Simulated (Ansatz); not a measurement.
# Stack of blue phosphorene under honeycomb GaN, shifted by a third of the diagonal in a perpendicular field, part 2 of 4

Wanted: the out-of-plane response of the stack of blue phosphorene under honeycomb GaN, shifted by a third of the diagonal. A positive field points along +c.

Ansatz 0.2.0; plane-wave DFT, RPBE-D3(BJ), Ansatz PAW.

So far. Step 2 (Relaxation): The lattice constant a goes from 3.245 to 3.170 Å.

### Step 3. Atoms held, field 0

A sawtooth potential applies the field, turning back in the middle of the vacuum. With the dipole correction the typed value is the field outside the slab. The induced dipole is small, so the SCF threshold is tight.

The cell differs from the one that the last finished run ended in (c 32.680 → 21.778 Å).

File input.yaml:

```yaml
crystal:
  lattice:
    - [3.1704940505, 0.0, 0.0]
    - [-1.5852470252, 2.7457283903, 0.0]
    - [0.0, 0.0, 21.7784856311]
  atoms:
    - { symbol: P, position: [0.6666666667, 0.3333333333, 0.413251874] }
    - { symbol: P, position: [0.3333333333, 0.6666666667, 0.470555191] }
    - { symbol: "N", position: [0.0, 0.0, 0.586748126] }
    - { symbol: Ga, position: [0.6666666667, 0.3333333333, 0.5792923204] }
kpoints:
  mp_grid: { grid: [18, 18, 1] }
  band_path:
    path: [[0, 0, 0], [0.5, 0, 0], [0.33333333, 0.33333333, 0], [0, 0, 0]]
    npoints: 16
hamiltonian:
  xc: rpbe
  dispersion: d3bj
scf:
  occupations: { method: fermi_dirac, width: 0.05 }
  convergence: { dr2_threshold: 1.0e-10 }
efield:
  axis: 3
  dipole_correction: true
  ramp_position: 0.97
  ramp_width: 0.06
  amplitude: 0
output:
  dos: { projected: true, e_range: [-6, 5] }
  bader: true
  write_potential: true
  write_density: true
  volumetric_format: npy
  elf: true
```

Command:

```sh
> ansatz run input.yaml --threads 2 --pin off --max-ram 3072MiB --backend cpu --events-out ev --progress --plain --runs-dir out
```

Numbers of over 12 decimals in the logs are rounded to 6 here.

The program printed:

```text
[...]
Crystal: 4 atoms, lattice volume = 189.589 Å³
Basis set: ecut = 420 eV, 3673 PW (Γ)
Bands: 18, of which v1, the nominal top of the filled ones, is band 14 counted from 1 (13 counted from 0)
Symmetry: 6 space group operations
[...]
k-points: 37 of 324 (time reversal used)
[...]
SCF iter   1: F=—  HF=-5696.099998 eV  |F-HF|=—  |Δ(HF+E_count)|=         —  Δρ=2.73e-3  dr2=2.58e-2  ethr=1.77e-3  p=0.015 e·Å  D=1.43e-2 V/Å  ΔV_dip=-0.31 eV  dr2_dipole=2.97e-5  V_vac-E_F(+/−)=4.20/4.51 eV  ⟨swp⟩=9.4  Hψ=4966  notcnv=0
efield: sawtooth ramp at fractional position 0.9700 (set: `efield.ramp_position`, or a place that a band, a saddle search or an elastic batch's reference lends), width 0.0600; the density the first Hamiltonian is built on has a dipole p = 0.015 e·Å; the dipole correction subtracts the counter field D = 1.43e-2 V/Å, which shifts the + side's vacuum level by -0.31 eV against the − side's; the planar-averaged density in the ramp window peaks in size at 1.5e-5 e/Å³
[...]
SCF iter   2: F=—  HF=-5696.106655 eV  |F-HF|=—  |Δ(HF+E_count)|=   6.66e-3  Δρ=2.27e-3  dr2=5.87e-2  ethr=9.22e-5  p=0.019 e·Å  D=1.81e-2 V/Å  ΔV_dip=-0.39 eV  dr2_dipole=6.56e-3  V_vac-E_F(+/−)=4.50/4.90 eV  ⟨swp⟩=4.2  Hψ=1910  notcnv=0
[...]
SCF iter  12: F=-5696.098022 eV  HF=-5696.098022 eV  |F-HF|=0.00e0  |Δ(HF+E_count)|=  7.73e-11  Δρ=7.92e-8  dr2=2.06e-11  ethr=1.00e-12  p=-0.000 e·Å  D=-4.20e-4 V/Å  ΔV_dip=0.01 eV  dr2_dipole=1.83e-14  V_vac-E_F(+/−)=4.62/4.61 eV  ⟨swp⟩=4.9  Hψ=2580  notcnv=0
SCF 1 converged in 12 iterations: F = -5696.098022 eV  dr2 = 2.06e-11
[...]
NSCF: frozen V_eff on 49 k-points
efield: sawtooth ramp at fractional position 0.9700 (kept from the solve that this one continues, or follows in the run), width 0.0600; the density the first Hamiltonian is built on has a dipole p = -0.000 e·Å; the dipole correction subtracts the counter field D = -4.20e-4 V/Å, which shifts the + side's vacuum level by +0.01 eV against the − side's; the planar-averaged density in the ramp window peaks in size at 6.6e-6 e/Å³
[...]
SCF converged after 12 iterations
Free energy (F): -5696.098022 eV
[...]
Internal energy: -5696.098022 eV  (E = F + TS)
E sigma→0 (E₀):  -5696.098022 eV
Entropy (-TS):   -0.000000 eV (-0.000 meV/atom)
Fermi energy:    -0.323505 eV
Dipole field:    D = -0.000420 V/Å  (p = -0.000440 e·Å, saw-weighted, corrected)
Work function:   Φ+ = 4.6237 eV   Φ− = 4.6145 eV
Levels:          The Fermi level and band energies are counted from a zero that moves with the ramp; work functions are not
[...]
--- Band table (eV; the first three rows and the last of 37) ---
  k-point 0: bands = [... 10 lower, -1.6613, -1.6297, -1.6297, -1.4428, 2.1654, 2.4341, 2.4341, 2.9387]
  k-point 1: bands = [... 10 lower, -1.9845, -1.8193, -1.6756, -1.2949, 2.2628, 2.4000, 2.6033, 3.3305]
  k-point 2: bands = [... 10 lower, -2.6567, -2.1672, -1.8566, -1.1755, 1.9148, 2.7670, 3.0142, 3.8832]
  k-point 36: bands = [... 10 lower, -6.2144, -3.7350, -3.4344, -1.9582, 0.5648, 1.9002, 3.6572, 6.2684]
--- Bader charges: 4 sites ---
  site symbol  charge [e]  shift [e]
     0      P     -0.0120     0.0000
     1      P     -0.0646     0.0000
     2      N     -1.4887     0.0145
     3     Ga      1.5653     0.0145
  estimated error of the sums over rays = 4.0e-4 e
```

The job ended after 69 s (2 threads of Arm Neoverse N1, shared host; peak memory 0.47 GiB).

In the SCF lines HF is the Harris–Foulkes energy and dr2 the Hartree energy of the density residual, in eV; the loop may stop once dr2 is under the threshold and the program's other checks hold. Hψ counts applications of the Hamiltonian.

Numbers from this step:

| Quantity | Value |
| --- | --- |
| dipole along the normal | -4.40e-4 e·Å |
| gap along the path | 1.386 eV |
| smallest direct gap along the path | 1.984 eV |
| ionisation energy, upper face | 5.355 eV |
| electron affinity, upper face | 3.970 eV |
| gap, the smaller of path and mesh | 1.386 eV |

Running mean over a fixed 2.8 Å (it still follows the layers) of the planar mean; the ramp of the sawtooth is left out. Table of electron's electrostatic potential energy less the Fermi level by z:

| z (Å) | electron's electrostatic potential energy less the Fermi level (eV) |
| --- | --- |
| 2.90 | 4.61 |
| 3.34 | 4.61 |
| 3.77 | 4.61 |
| 4.21 | 4.61 |
| 4.65 | 4.61 |
| 5.08 | 4.61 |
| 5.52 | 4.60 |
| 5.95 | 4.56 |
| 6.39 | 4.42 |
| 6.82 | 3.96 |
| 7.26 | 2.46 |
| 7.70 | -0.267 |
| 8.13 | -3.03 |
| 8.57 | -5.55 |
| 9.00 | -8.38 |
| 9.44 | -10.3 |
| 9.87 | -10.3 |
| 10.31 | -8.50 |
| 10.74 | -6.75 |
| 11.03 | -6.43 |
| 11.47 | -6.63 |
| 11.91 | -6.13 |
| 12.34 | -5.14 |
| 12.78 | -4.60 |
| 13.21 | -3.96 |
| 13.65 | -2.51 |
| 14.08 | 0.123 |
| 14.52 | 2.86 |
| 14.95 | 4.15 |
| 15.39 | 4.49 |
| 15.83 | 4.58 |
| 16.26 | 4.61 |
| 16.70 | 4.62 |
| 17.13 | 4.62 |
| 17.57 | 4.62 |
| 18.00 | 4.62 |
| 18.44 | 4.62 |
| 18.87 | 4.62 |

The density of states has structure finer than the step of the table below, so its rows give means over 0.25 eV, whole bins alone (the curve runs from -6 to 2.63 eV). Peaks (eV: height): -3.990: 4.58, -3.130: 4.76, -1.480: 6.72, -1.400: 6.91, -0.790: 4.81, 1.420: 9.19, 2.190: 4.11.

Table of density of states by energy, zero at the Fermi level of the run, which the smearing sets inside the gap; means over each step:

| energy (eV) | density of states (states/eV a cell) |
| --- | --- |
| -5.75 | 0.820 |
| -5.50 | 1.92 |
| -5.25 | 1.83 |
| -5.00 | 2.05 |
| -4.75 | 1.38 |
| -4.50 | 1.36 |
| -4.25 | 1.99 |
| -4.00 | 2.75 |
| -3.75 | 1.91 |
| -3.50 | 1.84 |
| -3.25 | 2.30 |
| -3.00 | 3.03 |
| -2.75 | 2.30 |
| -2.50 | 3.16 |
| -2.25 | 1.63 |
| -2.00 | 0.778 |
| -1.75 | 0.729 |
| -1.50 | 4.73 |
| -1.25 | 1.21 |
| -1.00 | 1.16 |
| -0.75 | 1.69 |
| -0.50 | 0 |
| -0.25 | 0 |
| 0.00 | 0 |
| 0.25 | 0 |
| 0.50 | 0 |
| 0.75 | 0.381 |
| 1.00 | 1.45 |
| 1.25 | 1.75 |
| 1.50 | 2.55 |
| 1.75 | 1.37 |
| 2.00 | 1.18 |
| 2.25 | 2.65 |
| 2.50 | 1.30 |

Projected DOS per atom over height of the atomic layer and energy from the Fermi level. Layers: P P GaN from below.

Ten even steps from '0' (0.00 states/eV) to '9' (1.13 states/eV), each cell a mean:
```
541
541
541
661
220
000
000
000
232
231
449
112
424
755
646
433
654
543
332
443
453
220
```
Columns: height of the atomic layer (Å) from 9 to 12.7 (not evenly spaced); rows upwards: energy from the Fermi level (eV) from -5.96 to 2.59.

Electronic bands along the path, in eV, zero at the Fermi level of the run, which the smearing sets inside the gap:

| point | band 11 | band 12 | band 13 | band 14 | band 15 | band 16 | band 17 | band 18 |
| --- | --- | --- | --- | --- | --- | --- | --- | --- |
| Γ | -1.34 | -1.31 | -1.31 | -1.12 | 2.49 | 2.76 | 2.76 | 3.26 |
| halfway | -3.11 | -2.89 | -2.28 | -0.88 | 1.10 | 3.09 | 4.15 | 4.28 |
| M | -3.81 | -3.52 | -3.12 | -1.40 | 0.65 | 1.51 | 3.44 | 3.97 |
| halfway | -4.61 | -4.10 | -3.08 | -1.36 | 1.42 | 2.34 | 3.26 | 4.48 |
| K | -5.89 | -3.41 | -3.11 | -1.63 | 0.89 | 2.22 | 3.98 | 6.59 |
| halfway | -4.25 | -3.21 | -2.74 | -0.84 | 2.13 | 2.90 | 4.51 | 4.75 |
| Γ | -1.34 | -1.31 | -1.31 | -1.12 | 2.49 | 2.76 | 2.76 | 3.26 |

Electrostatic potential energy in the ca plane at fractional y = 0.333, with atoms of P and Ga within 0.2 Å of it. With pseudopotentials it is smooth inside the atoms' cores, unlike the true potential.

Ten even steps from '0' (-33 eV) to '9' (4 eV), each cell a mean:
```
99999999997324678888644579999999999999999999
99999999983000478987322258999999999999999999
99999999971000278986323247999999999999999999
99999999983000478987422358999999999999999999
99999999997535778888754579999999999999999999
99999999999887766889988899999999999999999999
99999999999988756789988899999999999999999999
99999999998877767899887899999999999999999999
```
Columns run along c (16.0 Å, from fractional 0.22 to 0.95 of the cell; values clipped at the 3rd and 97th percentile), rows up along a (3.2 Å). Atoms in or near the plane, at fractional coordinates: P at (0.41, 0.67), Ga at (0.58, 0.67).

ELF in the ca plane at fractional y = 0.333, with atoms of P and Ga within 0.2 Å of it. It is the smooth field of the valence electrons, not physical close to the nuclei.

Values, 5 rows by 16 columns, each cell a mean:
```
0.00 0.03 0.45 0.88 0.64 0.60 0.21 0.18 0.20 0.15 0.02 0.00 0.00 0.00 0.00 0.00
0.00 0.07 0.67 0.96 0.15 0.40 0.10 0.12 0.11 0.13 0.02 0.00 0.00 0.00 0.00 0.00
0.00 0.03 0.45 0.88 0.62 0.59 0.22 0.18 0.19 0.15 0.02 0.00 0.00 0.00 0.00 0.00
0.00 0.00 0.06 0.29 0.48 0.63 0.48 0.28 0.51 0.25 0.03 0.00 0.00 0.00 0.00 0.00
0.00 0.00 0.05 0.27 0.46 0.63 0.49 0.29 0.53 0.26 0.03 0.00 0.00 0.00 0.00 0.00
```
Columns run along c (16.0 Å, from fractional 0.22 to 0.95 of the cell), rows up along a (3.2 Å). Atoms in or near the plane, at fractional coordinates: P at (0.41, 0.67), Ga at (0.58, 0.67).

Valence density in the ca plane at fractional y = 0.333, with atoms of P and Ga within 0.2 Å of it. It is the smooth field of the valence electrons, not physical close to the nuclei.

Ten steps, logarithmic in the rise over the least value, from '0' (0 e/Å³) to '9' (35 e/Å³), each cell a mean:
```
00000000000001122211000122210000000000000000
00000000000012211211000257620000000000000000
00000000000012201210000279831000000000000000
00000000000011212211000146520000000000000000
00000000000001122211100112210000000000000000
00000000000000011111100011110000000000000000
00000000000000001111110011110000000000000000
00000000000000111111100011110000000000000000
```
Columns run along c (16.0 Å, from fractional 0.16 to 0.89 of the cell), rows up along a (3.2 Å). Atoms in or near the plane, at fractional coordinates: P at (0.41, 0.67), Ga at (0.58, 0.67).

The gap is 1.39 eV, with the valence edge 5.36 eV and the conduction edge 3.97 eV under the upper vacuum level.

### Step 4. Single point, field 0.03 V/Å

input.yaml, as its differences from that of step 3:

```diff
@@ -26,6 +26,4 @@
   ramp_width: 0.06
-  amplitude: 0
+  amplitude: 0.03
 output:
-  dos: { projected: true, e_range: [-6, 5] }
-  bader: true
   write_potential: true
@@ -33,2 +31 @@
   volumetric_format: npy
-  elf: true
```

The program printed:

```text
[...]
Crystal: 4 atoms, lattice volume = 189.589 Å³
Basis set: ecut = 420 eV, 3673 PW (Γ)
Bands: 18, of which v1, the nominal top of the filled ones, is band 14 counted from 1 (13 counted from 0)
Symmetry: 6 space group operations
[...]
k-points: 37 of 324 (time reversal used)
[...]
--- Band table (eV; the first three rows and the last of 37) ---
  k-point 0: bands = [... 10 lower, -1.6596, -1.6331, -1.6331, -1.4437, 2.1683, 2.4299, 2.4299, 2.9355]
  k-point 1: bands = [... 10 lower, -1.9834, -1.8212, -1.6755, -1.2958, 2.2621, 2.4003, 2.5992, 3.3273]
  k-point 2: bands = [... 10 lower, -2.6543, -2.1701, -1.8555, -1.1771, 1.9109, 2.7728, 3.0100, 3.8437]
  k-point 36: bands = [... 10 lower, -6.2131, -3.7404, -3.4369, -1.9564, 0.5611, 1.8985, 3.6505, 6.2764]
[key lines of the parts left out:]
SCF converged after 15 iterations
Free energy (F): -5696.098140 eV
Fermi energy:    -0.326410 eV
Dipole field:    D = 0.007888 V/Å  (p = 0.008265 e·Å, saw-weighted, corrected)
```

It took 32 s on 2 threads; peak memory 0.44 GiB; 55 s of CPU time.

The dipole is 0.00826 e·Å, and the gap 1.384 eV.

### Step 5. Single point, field -0.03 V/Å

input.yaml, as its differences from that of step 4:

```diff
@@ -26,3 +26,3 @@
   ramp_width: 0.06
-  amplitude: 0.03
+  amplitude: -0.03
 output:
```

The program printed:

```text
[...]
Crystal: 4 atoms, lattice volume = 189.589 Å³
Basis set: ecut = 420 eV, 3673 PW (Γ)
Bands: 18, of which v1, the nominal top of the filled ones, is band 14 counted from 1 (13 counted from 0)
Symmetry: 6 space group operations
[...]
k-points: 37 of 324 (time reversal used)
[...]
--- Band table (eV; the first three rows and the last of 37) ---
  k-point 0: bands = [... 10 lower, -1.6633, -1.6261, -1.6261, -1.4421, 2.1618, 2.4382, 2.4382, 2.9416]
  k-point 1: bands = [... 10 lower, -1.9856, -1.8176, -1.6757, -1.2940, 2.2629, 2.3994, 2.6074, 3.3334]
  k-point 2: bands = [... 10 lower, -2.6592, -2.1645, -1.8578, -1.1741, 1.9185, 2.7600, 3.0183, 3.9065]
  k-point 36: bands = [... 10 lower, -6.2159, -3.7298, -3.4319, -1.9602, 0.5685, 1.9017, 3.6638, 6.2601]
[key lines of the parts left out:]
SCF converged after 15 iterations
Free energy (F): -5696.098166 eV
Fermi energy:    -0.320710 eV
Dipole field:    D = -0.008725 V/Å  (p = -0.009141 e·Å, saw-weighted, corrected)
```

The job ended after 31 s (2 threads; peak memory 0.45 GiB).

The dipole is -0.00914 e·Å, and the gap 1.388 eV.

### Step 6. Atoms held, field 0.15 V/Å

input.yaml, as its differences from that of step 5:

```diff
@@ -26,3 +26,3 @@
   ramp_width: 0.06
-  amplitude: -0.03
+  amplitude: 0.15
 output:
```

The program printed:

```text
[...]
Crystal: 4 atoms, lattice volume = 189.589 Å³
Basis set: ecut = 420 eV, 3673 PW (Γ)
Bands: 18, of which v1, the nominal top of the filled ones, is band 14 counted from 1 (13 counted from 0)
Symmetry: 6 space group operations
[...]
k-points: 37 of 324 (time reversal used)
[...]
--- Band table (eV; the first three rows and the last of 37) ---
  k-point 0: bands = [... 10 lower, -1.6600, -1.6419, -1.6419, -1.4482, 2.1725, 2.4123, 2.4123, 2.9206]
  k-point 1: bands = [... 10 lower, -1.9796, -1.8309, -1.6750, -1.3008, 2.2544, 2.3962, 2.5815, 3.3107]
  k-point 2: bands = [... 10 lower, -2.6457, -2.1829, -1.8518, -1.1843, 1.8942, 2.7822, 2.9922, 3.5999]
  k-point 36: bands = [... 10 lower, -6.2089, -3.7629, -3.4481, -1.9503, 0.5450, 1.8906, 3.6226, 6.3063]
[key lines of the parts left out:]
SCF converged after 16 iterations
Free energy (F): -5696.101221 eV
Fermi energy:    -0.339015 eV
Dipole field:    D = 0.041129 V/Å  (p = 0.043092 e·Å, saw-weighted, corrected)
```

It took 31 s on 2 threads; peak memory 0.45 GiB; 56 s of CPU time.

The dipole is 0.0431 e·Å, and the gap 1.375 eV.

### Step 7. Atoms held, field 0.25 V/Å

input.yaml, as its differences from that of step 6:

```diff
@@ -26,3 +26,3 @@
   ramp_width: 0.06
-  amplitude: 0.15
+  amplitude: 0.25
 output:
```

The program printed:

```text
[...]
Crystal: 4 atoms, lattice volume = 189.589 Å³
Basis set: ecut = 420 eV, 3673 PW (Γ)
Bands: 18, of which v1, the nominal top of the filled ones, is band 14 counted from 1 (13 counted from 0)
Symmetry: 6 space group operations
[...]
k-points: 37 of 324 (time reversal used)
[...]
--- Band table (eV; the first three rows and the last of 37) ---
  k-point 0: bands = [... 10 lower, -1.6720, -1.6403, -1.6403, -1.4535, 2.1646, 2.3963, 2.3963, 2.9028]
  k-point 1: bands = [... 10 lower, -1.9771, -1.8416, -1.6747, -1.3064, 2.2426, 2.3818, 2.5655, 3.1512]
  k-point 2: bands = [... 10 lower, -2.6399, -2.1954, -1.8498, -1.1917, 1.8787, 2.7639, 2.9761, 3.3376]
  k-point 36: bands = [... 10 lower, -6.2068, -3.7829, -3.4587, -1.9467, 0.5304, 1.8826, 3.5981, 6.3284]
[key lines of the parts left out:]
SCF converged after 18 iterations
Free energy (F): -5696.106983 eV
Fermi energy:    -0.350776 eV
Dipole field:    D = 0.068865 V/Å  (p = 0.072152 e·Å, saw-weighted, corrected)
```

Wall time 33 s (2 threads); peak memory 0.45 GiB; 60 s of CPU time.

The dipole is 0.0722 e·Å, and the gap 1.368 eV.

### Step 8. Single point, field -0.25 V/Å

input.yaml, as its differences from that of step 7:

```diff
@@ -26,4 +26,6 @@
   ramp_width: 0.06
-  amplitude: 0.25
+  amplitude: -0.25
 output:
+  dos: { projected: true, e_range: [-6, 5] }
+  bader: true
   write_potential: true
@@ -31 +33,2 @@
   volumetric_format: npy
+  elf: true
```

The program printed:

```text
[...]
Crystal: 4 atoms, lattice volume = 189.589 Å³
Basis set: ecut = 420 eV, 3673 PW (Γ)
Bands: 18, of which v1, the nominal top of the filled ones, is band 14 counted from 1 (13 counted from 0)
Symmetry: 6 space group operations
[...]
k-points: 37 of 324 (time reversal used)
[...]
k-point 2: bands = [... 10 lower, -2.6806, -2.1492, -1.8684, -1.1672, 1.9415, 2.6625, 3.0453, 3.4867]
  k-point 36: bands = [... 10 lower, -6.2301, -3.6939, -3.4171, -1.9781, 0.5927, 1.9099, 3.7089, 6.1934]
--- Bader charges: 4 sites ---
  site symbol  charge [e]  shift [e]
     0      P      0.0023     0.0000
     1      P     -0.0703     0.0000
     2      N     -1.4951     0.0145
     3     Ga      1.5632     0.0145
  estimated error of the sums over rays = 4.0e-4 e
[key lines of the parts left out:]
SCF converged after 16 iterations
Free energy (F): -5696.107197 eV
Fermi energy:    -0.303262 eV
Dipole field:    D = -0.069637 V/Å  (p = -0.072961 e·Å, saw-weighted, corrected)
```

Run time: 72 s. Hardware: 2 threads; peak memory 0.46 GiB.

The dipole is -0.0730 e·Å, and the gap 1.403 eV.

(Continued in part 3 of 4.)

[Logs are printed without paths, hosts, clocks, repeated set-up lines and the standing remarks that a program may print on its own settings, such as how far it seeks lower states.]

[Hosts, paths, dates, database ids (printed as entryN), source tags and the programs' standing remarks are cut or masked in the printed files.]

[Maps of the electrostatic potential energy from Ansatz leave out the sawtooth potential of an applied field or a dipole correction, so their vacuum need not be flat; planar profiles and work functions include it.]

[The density of states shown here was stored with 400 of the rows of the run's finer table, so its peaks can read low, often by over a quarter, or be missed, and its means over a window can be off by a tenth or more.]
